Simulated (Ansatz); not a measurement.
**Cu: LAPW beside PAW**

The same cell of Cu is computed with LAPW, all electrons, PAW with frozen cores and datasets made for this crystal, to set the results side by side.

Method: DFT PBE, scalar-relativistic, in Ansatz 0.2.0.

## (1) The structure to begin with

The structure is cubic, space group Fm-3m (No. 225). The conventional cell has a = 3.615 Å, b = 3.615 Å, c = 3.615 Å, α = 90.00°, β = 90.00°, γ = 90.00°. Cu (site symmetry m-3m) is surrounded by 12 Cu at 2.56 Å.

Structure file:

```cif
data_structure
_symmetry_space_group_name_H-M 'P 1'
_symmetry_Int_Tables_number 1
_cell_length_a 2.5562
_cell_length_b 2.5562
_cell_length_c 2.5562
_cell_angle_alpha 60.000
_cell_angle_beta 60.000
_cell_angle_gamma 60.000
_cell_volume 11.81
loop_
_atom_site_label
_atom_site_type_symbol
_atom_site_fract_x
_atom_site_fract_y
_atom_site_fract_z
_atom_site_occupancy
Cu1 Cu 0.00000 0.00000 0.00000 1
```

Structure: COD 5000216, as refined from experiment and not relaxed.

## (2) LAPW, all electrons

File input.yaml:

```yaml
crystal:
  lattice:
    - [0.0, 1.8075, 1.8075]
    - [1.8075, 0.0, 1.8075]
    - [1.8075, 1.8075, 0.0]
  atoms:
    - { symbol: Cu, position: [0.0, 0.0, 0.0] }
kpoints:
  mp_grid: { grid: [19, 19, 19] }
  band_path:
    path:
      - [0.0, 0.0, 0.0]
      - [0.5, 0.0, 0.5]
      - [0.625, 0.25, 0.625]
      - [0.375, 0.375, 0.75]
      - [0.0, 0.0, 0.0]
      - [0.5, 0.5, 0.5]
      - [0.5, 0.25, 0.75]
      - [0.5, 0.0, 0.5]
    npoints: 14
scf:
  occupations: { method: fermi_dirac, width: 0.08 }
hamiltonian:
  xc: pbe
  pseudopotentials: { kind: all_electron, lapw: { basis_error: 0.00025 } }
output:
  forces: true
  stress: true
  eigenvalues: true
  populations: true
  dos: { projected: true, de: 0.2, e_range: [-14, 8] }
```

Started as:

```
$ ansatz run input.yaml --threads 1 --pin off --max-ram 2048MiB --backend cpu --events-out ev --progress --plain --runs-dir out
```

The program printed, cut to the lines that bear on the results:

```text
Cu: projections on atomic orbitals take those of the free atom 1s2 2s2 2p6 3s2 3p6 3d10 4s1, of charge +0.00 (hamiltonian.pseudopotentials.projection_atoms)
LAPW: plane waves up to 9.454 Å⁻¹, error target 2.5e-4 eV per atom; small_component_spin mean_spin; Cu in spheres of 1.278 Å, 19 of its electrons in bands, Dirac shells []
[...]
Pseudopotentials: kind: all_electron
Pseudopotential: Cu, LAPW, valence charge 19, Koelling and Harmon's equation, gaussian nucleus
Functional definition: PBE
[...]
Crystal: 1 atoms, lattice volume = 11.810 Å³
Basis set: ecut = 340.54601620833574 eV, 169 PW (Γ), exchange–correlation at level 2
Bands: 14, of which v1, the nominal top of the filled ones, is band 10 counted from 1 (9 counted from 0)
Symmetry: 48 space group operations
Space group: Fm-3m (ITA 225), of the structure as read, at distance tolerance 2.3e-5 Å
k-points: 220 of 6859
[...]
SCF iter   1: F=—  HF=-45035.176479 eV  |F-HF|=—  |Δ(HF+E_count)|=         —  Δρ=4.51e-2  dr2=1.12e-1  ethr=5.87e-4  ⟨swp⟩=2.6  Hψ=22003  notcnv=0
[...]
SCF iter   7: F=-45034.293880 eV  HF=-45034.293880 eV  |F-HF|=2.70e-8  |Δ(HF+E_count)|=   6.88e-8  Δρ=3.68e-6  dr2=1.03e-9  ethr=1.49e-10  ⟨swp⟩=3.0  Hψ=9144  notcnv=0
[...]
NSCF: frozen V_eff on 99 k-points
SCF converged after 7 iterations
Free energy (F): -45034.293880 eV
[...]
E sigma→0 (E₀):  -45034.290235 eV
Entropy (-TS):   -0.007290 eV (-7.290 meV/atom)
Fermi energy:    16.656162 eV
[...]
--- Forces (eV/Å), atoms counted from 1 ---
  atom   1  Cu    -0.00000000    -0.00000000    -0.00000000
[...]
--- Stress (GPa, compression-positive) ---
        1.690924       0.000000      -0.000000
        0.000000       1.690924       0.000000
       -0.000000       0.000000       1.690924
  P = ⅓ Tr σ = 1.6909 GPa (16.909 kbar)
--- Band table (eV; the first three rows and the last of 220) ---
  k-point 0: bands = ["-95.9715", "-53.2853", "-53.2853", "-53.2853", "7.2015", "13.6035", "13.6035", "13.6035", "14.4360", "14.4360", "39.2083", "41.8227", "41.8227", "41.8227"]
[...]
--- Löwdin populations: 1 site ---
  site symbol       q [e]
     0     Cu     28.8403
  spilling = 0.005509 (of n_electrons = 29.000000)
```

Run time: 33 s. Hardware: 1 thread of Intel Xeon Platinum 8259CL at 2.50GHz (Skylake/Cascade Lake), shared host.

Read from it: pressure 1.69 GPa; no gap.

Levels at the path's labelled points, in eV from the Fermi level:

| point | band 6 | band 7 | band 8 | band 9 | band 10 | band 11 | band 12 |
| --- | --- | --- | --- | --- | --- | --- | --- |
| Γ | -3.05 | -3.05 | -3.05 | -2.22 | -2.22 | 22.55 | 25.17 |
| X | -4.46 | -1.66 | -1.50 | -1.50 | 1.40 | 7.05 | 12.99 |
| U | -4.11 | -2.80 | -2.09 | -1.70 | 4.26 | 5.66 | 7.76 |
| K | -4.11 | -2.80 | -2.09 | -1.70 | 4.26 | 5.66 | 7.76 |
| Γ | -3.05 | -3.05 | -3.05 | -2.22 | -2.22 | 22.55 | 25.17 |
| L | -3.09 | -3.09 | -1.65 | -1.65 | -1.10 | 3.70 | 21.04 |
| W | -3.57 | -3.57 | -2.26 | -1.50 | 6.13 | 6.13 | 8.25 |
| X | -4.46 | -1.66 | -1.50 | -1.50 | 1.40 | 7.05 | 12.99 |

States per cell, counted by energy window (eV from the Fermi level, on a grid of 0.20 eV):

```
from  to  total  Cu 3d  Cu 4s
 -10  -9   0.01   0.00   0.01
  -9  -8   0.07   0.00   0.07
  -8  -7   0.12   0.00   0.11
  -7  -6   0.18   0.02   0.15
  -6  -5   0.35   0.14   0.20
  -5  -4   1.45   1.25   0.18
  -4  -3   2.56   2.47   0.05
  -3  -2   3.42   3.32   0.07
  -2  -1   2.47   2.38   0.07
  -1   0   0.34   0.17   0.12
   0   1   0.29   0.08   0.13
   1   2   0.26   0.04   0.10
   2   3   0.22   0.02   0.07
   3   4   0.17   0.01   0.04
   4   5   0.27   0.02   0.13
```

## (3) PAW with frozen cores

Edit input.yaml of step 2 so:

```diff
@@ -24,3 +24,3 @@
   xc: pbe
-  pseudopotentials: { kind: all_electron, lapw: { basis_error: 0.00025 } }
+  pseudopotentials: { kind: paw }
 output:
@@ -29,3 +29,9 @@
   eigenvalues: true
+  efg: { contact_densities: true }
   populations: true
+  bader: true
   dos: { projected: true, de: 0.2, e_range: [-14, 8] }
+  write_density: true
+  write_potential: true
+  elf: true
+  volumetric_format: npy
```

Started as:

```
$ ansatz run input.yaml --threads 1 --pin off --max-ram 2048MiB --backend cpu --events-out ev --progress --plain --runs-dir out
```

The program printed:

```text
Engine: ansatz 0.2.0
Pseudopotentials: kind: paw
Pseudopotential: Cu, paw, valence charge 19, recommended cutoff 420 eV (normal)
[... 1 set-up line as earlier in the session ...]
  parameter kappa = 0.804
  parameter beta = 0.06672455060314922
  exchange = pbe_x(kappa = kappa, mu = beta*pi^2/3)
  correlation = pbe_c(beta = beta)
Crystal: 1 atoms, lattice volume = 11.810 Å³
Basis set: ecut = 420 eV, 259 PW (Γ), exchange–correlation on 36×36×36 points (8 copies of the dense FFT grid, shifted against one another)
Bands: 14, of which v1, the nominal top of the filled ones, is band 10 counted from 1 (9 counted from 0)
[... 2 set-up lines as earlier in the session ...]
k-points: 220 of 6859
Non-local potential: Cu, projectors of the file, l = 0: 3, l = 1: 2, l = 2: 3, l = 3: 1
PAW form: soft (Blöchl's): semilocal exchange-correlation on the pseudo side does not see the compensation charge
PAW one-centre angular grid: Cu, 590 points (default); XC on 64 Gauss nodes
Initial density: superposition of atomic densities (neutral atoms: chi_scale 0, normalization atom), corrected by the library's trained network
Initial wavefunctions: pseudopotential atomic-orbital guess
Functional: x = pbe(κ = 0.804, μ = 0.2195149727645171), c = pbe(β = 0.06672455060314922)
SCF iter   1: F=—  HF=-6625.175523 eV  |F-HF|=—  |Δ(HF+E_count)|=         —  Δρ=7.09e-4  dr2=1.11e-5  ethr=1.77e-3  ⟨swp⟩=5.5  Hψ=15425  notcnv=0
preconditioner: auto → none  [metal: Δε(μ)=0.019 eV  Ē_g=17.015 eV  σ=0.080 eV  W_gap=0.06  n_scr=0 (ndim 8)  ℏωp=35.8 eV  f_vac=0.000  D(μ)=0.35/eV (n_scr^D=0)]
SCF iter   2: F=—  HF=-6625.175648 eV  |F-HF|=—  |Δ(HF+E_count)|=   1.26e-4  Δρ=3.72e-4  dr2=3.62e-6  ethr=5.84e-8  ⟨swp⟩=3.0  Hψ=8021  notcnv=0
SCF iter   3: F=—  HF=-6625.175660 eV  |F-HF|=—  |Δ(HF+E_count)|=   1.16e-5  Δρ=1.59e-4  dr2=5.77e-7  ethr=1.90e-8  ⟨swp⟩=2.1  Hψ=4103  notcnv=0
iter 4 did not close the SCF: its close was put off for the readings that it lacked (scf_convergence_deferred on its scf_iter line)
SCF iter   4: F=-6625.175663 eV  HF=-6625.175663 eV  |F-HF|=2.08e-9  |Δ(HF+E_count)|=   2.55e-6  Δρ=8.96e-6  dr2=3.80e-9  ethr=3.04e-9  ⟨swp⟩=2.0  Hψ=4144  notcnv=0
iter 5 did not close the SCF: its close was put off for the readings that it lacked (scf_convergence_deferred on its scf_iter line)
SCF iter   5: F=-6625.175663 eV  HF=-6625.175663 eV  |F-HF|=5.88e-10  |Δ(HF+E_count)|=   2.41e-9  Δρ=1.62e-6  dr2=5.20e-11  ethr=2.00e-11  ⟨swp⟩=2.3  Hψ=3890  notcnv=0
SCF iter   6: F=-6625.175663 eV  HF=-6625.175663 eV  |F-HF|=1.82e-12  |Δ(HF+E_count)|=  1.64e-11  Δρ=7.79e-8  dr2=3.80e-13  ethr=1.00e-12  ⟨swp⟩=4.4  Hψ=14989  notcnv=0
SCF 1 converged in 6 iterations: F = -6625.175663 eV  dr2 = 3.80e-13
NSCF: frozen V_eff on 99 k-points
SCF converged after 6 iterations
Free energy (F): -6625.175663 eV
Harris-Foulkes:  -6625.175663 eV  (|F-HF|=1.82e-12)
Internal energy: -6625.168378 eV  (E = F + TS)
E sigma→0 (E₀):  -6625.172020 eV
Entropy (-TS):   -0.007285 eV (-7.285 meV/atom)
Fermi energy:    16.815863 eV
--- Per-component energies (eV) ---
  E_band       = -359.437406
  E_kinetic    = 299.936344
  E_local      = -4050.143950  (includes V_loc(G=0)·N_el)
  E_nonlocal   = 389.680661
  E_hartree    = 1784.144594
  E_xc         = -89.597445
  E_vxc        = -115.627017  (∫ρ·V_xc dr)
  E_paw        = -1662.735180  (= ΣΔE_a)
  E_vpaw       = -451.572971  (= ΣTr[D̂ρ^β])
  E_aug_tail   = 0.000295  (compensation charges beyond the density's cutoff)
  E_ewald      = -3296.453696
  E_smearing   = -0.007285  (= −TS)
  E_closure    = 0.000000  (closes the sum)
  Σ components = -6625.175663   (vs F -6625.175663, Δ=0.00e0)
--- Forces (eV/Å), atoms counted from 1 ---
  atom   1  Cu    -0.00000000     0.00000000    -0.00000000
  max |Σ_I F_I| component: 6.16e-32 eV/Å
--- Stress (GPa, compression-positive) ---
        1.717909       0.000000       0.000000
        0.000000       1.717909      -0.000000
       -0.000000       0.000000       1.717909
  P = ⅓ Tr σ = 1.7179 GPa (17.179 kbar)
--- PAW observables at the nuclei: V_zz in 10²¹ V/m², potentials from the cell's mean, atoms counted from 1 ---
  atom   1  Cu V_zz =    -0.000000   η = 0.0000   by run symmetry: forbidden
            electrostatic potential = -3761.818385 V   contact ρ = 147562.044632 e/Å³
--- Band table (eV; the first three rows and the last of 220) ---
  k-point 0: bands = ["-95.8146", "-53.1262", "-53.1262", "-53.1262", "7.3570", "13.7607", "13.7607", "13.7607", "14.5937", "14.5937", "39.3745", "41.8734", "41.8734", "41.8734"]
  k-point 1: bands = ["-95.8142", "-53.1291", "-53.1266", "-53.1266", "7.4582", "13.7389", "13.7802", "13.7802", "14.5859", "14.5859", "38.7876", "40.6153", "41.5414", "41.5414"]
  k-point 2: bands = ["-95.8131", "-53.1375", "-53.1279", "-53.1279", "7.7588", "13.6788", "13.8318", "13.8318", "14.5691", "14.5691", "36.5322", "40.0507", "40.9137", "40.9137"]
  k-point 219: bands = ["-95.7964", "-53.2000", "-53.1959", "-53.1671", "12.6361", "13.1373", "13.3415", "14.5554", "15.2996", "22.6257", "22.8274", "25.1162", "26.0565", "43.6620"]
--- Löwdin populations: 1 site ---
  site symbol       q [e]
     0     Cu     18.8350
  spilling = 0.008684 (of n_electrons = 19.000000)
--- Bader charges: 1 site ---
  site symbol  charge [e]  shift [e]
     0     Cu      0.0000     0.0000
  estimated error of the sums over rays = 2.0e-7 e
```

Run time: 13 s. Hardware: 1 thread of Intel Xeon Platinum 8259CL at 2.50GHz (Skylake/Cascade Lake), shared host.

In short: pressure 1.72 GPa; no gap.

The fields are shown in the conventional cell of this run's space group, carried over from its grid by interpolation.

Density in a lattice plane of the grid's cell (edges 3.62 and 3.62 Å, at 0.000 of the third edge), which holds Cu.

Ten even steps from '0' (0.15 e/Å³) to '9' (70.06 e/Å³):
```
653100000000000000000135
321000000000000000000012
100000000000000000000000
000000000000000000000000
000000000000000000000000
000000000000000000000000
000000000000100000000000
000000000012321000000000
000000000135653100000000
000000000147974100000000
000000000135653100000000
000000000012321000000000
000000000000100000000000
000000000000000000000000
000000000000000000000000
000000000000000000000000
100000000000000000000000
321000000000000000000012
653100000000000000000135
974100000000000000000147
```
Columns run along the first of these edges and rows up along the second, over one cell in 24 and 20 even steps from the bottom left corner. Atoms in the plane (fractional): Cu at (0.00, 0.00), Cu at (0.50, 0.50).

ELF in the same plane.

Ten even steps from ' ' (0.17) to '@' (0.93):
```
@@##++::                                  ::++##
++==--..                                  ..--==
::....                                      ....
                                                
                                                
                                                
                    ....::....                  
                  ..--==++==--..                
                  ::++##@@##++::                
                ..--**@@@@@@**--..              
                  ::++##@@##++::                
                  ..--==++==--..                
                    ....::....                  
                                                
                                                
                                                
::....                                      ....
++==--..                                  ..--==
@@##++::                                  ::++##
@@@@**--..                              ..--**@@
```
Columns run along the first of these edges and rows up along the second, over one cell in 24 and 20 even steps from the bottom left corner. Atoms in the plane (fractional): Cu at (0.00, 0.00), Cu at (0.50, 0.50).

Both are smooth fields of the valence electrons: close to the nuclei they are not physical.

## (4) Datasets made for this crystal

Edit input.yaml of step 3 so:

```diff
@@ -19,3 +19,3 @@
       - [0.5, 0.0, 0.5]
-    npoints: 14
+    npoints: 8
 scf:
@@ -24,3 +24,3 @@
   xc: pbe
-  pseudopotentials: { kind: paw }
+  pseudopotentials: { kind: all_electron, datasets: crystal }
 output:
@@ -30,8 +30 @@
   efg: { contact_densities: true }
-  populations: true
-  bader: true
-  dos: { projected: true, de: 0.2, e_range: [-14, 8] }
-  write_density: true
-  write_potential: true
-  elf: true
-  volumetric_format: npy
```

Started as:

```
$ ansatz run input.yaml --threads 1 --pin off --max-ram 2048MiB --backend cpu --events-out ev --progress --plain --runs-dir out
```

The program printed, cut to the lines that bear on the results:

```text
[...]
[... 1 set-up line as earlier in the session ...]
Pseudopotential: Cu, paw, valence charge 19, recommended cutoff 300 eV (normal), Koelling and Harmon's equation, gaussian nucleus
[... 1 set-up line as earlier in the session ...]
[...]
Crystal: 1 atoms, lattice volume = 11.810 Å³
Basis set: ecut = 300 eV, 137 PW (Γ), exchange–correlation on 30×30×30 points (8 copies of the dense FFT grid, shifted against one another)
Bands: 10, of which v1, the nominal top of the filled ones, is band 6 counted from 1 (5 counted from 0)
[... 2 set-up lines as earlier in the session ...]
k-points: 220 of 6859
[...]
SCF iter   1: F=—  HF=-45035.134858 eV  |F-HF|=—  |Δ(HF+E_count)|=         —  Δρ=1.86e-1  dr2=3.22e0  ethr=2.90e-2  ⟨swp⟩=2.0  Hψ=12727  notcnv=0
[...]
Fermi energy:    16.656263 eV
[...]
  The terms above E_closure are by the made datasets' own strengths, without shells solved beside the bands.
--- Forces (eV/Å), atoms counted from 1 ---
  atom   1  Cu     0.00000000    -0.00000000    -0.00000000
[...]
--- Stress (GPa, compression-positive) ---
        1.692253       0.000000      -0.000000
        0.000000       1.692253      -0.000000
       -0.000000      -0.000000       1.692253
  P = ⅓ Tr σ = 1.6923 GPa (16.923 kbar)
  It holds what live shells' own plane waves past their cutoff add
--- PAW observables at the nuclei: V_zz in 10²¹ V/m², potentials from the cell's mean, atoms counted from 1 ---
  atom   1  Cu V_zz =    +0.000000   η = 0.0000   by run symmetry: forbidden
            electrostatic potential = -3761.700581 V   contact ρ = 147633.788870 e/Å³
--- Band table (eV; the first three rows and the last of 220) ---
  k-point 0: bands = ["7.2016", "13.6037", "13.6037", "13.6037", "14.4361", "14.4361", "39.2083", "41.8227"]
[...]
```

Run time: 20 s. Hardware: 1 thread of Intel Xeon Platinum 8259CL at 2.50GHz (Skylake/Cascade Lake), shared host.

Result: pressure 1.69 GPa.

| atom | contact density (e/Å³) |
| --- | --- |
| Cu | 147633.8 |

## (5) The methods compared

```
          method  pressure (GPa)  SCF cycles, all passes
            LAPW            1.69                       7
             PAW            1.72                       6
crystal datasets            1.69                       9
```

## (6) Outcome

| quantity | value |
| --- | --- |
| pressure | LAPW 1.69, PAW 1.72, crystal datasets 1.69 GPa |
| gap (LAPW) | none |

The pressure of 1.7 GPa pushes the cell to expand, with the atoms held in place. The count of 19 electrons in bands leaves a band partly filled, so there is no gap. Within 0.3 eV of the Fermi level the largest projected share is Cu 4s (54 %). The projection holds only the free atom's occupied shells (Cu 4s, Cu 3d in this range). PAW lies +0.03 GPa from LAPW in pressure. LAPW took about 2.6 times as long as PAW (33 s against 13 s, on a shared host and with the outputs that each input asks for).
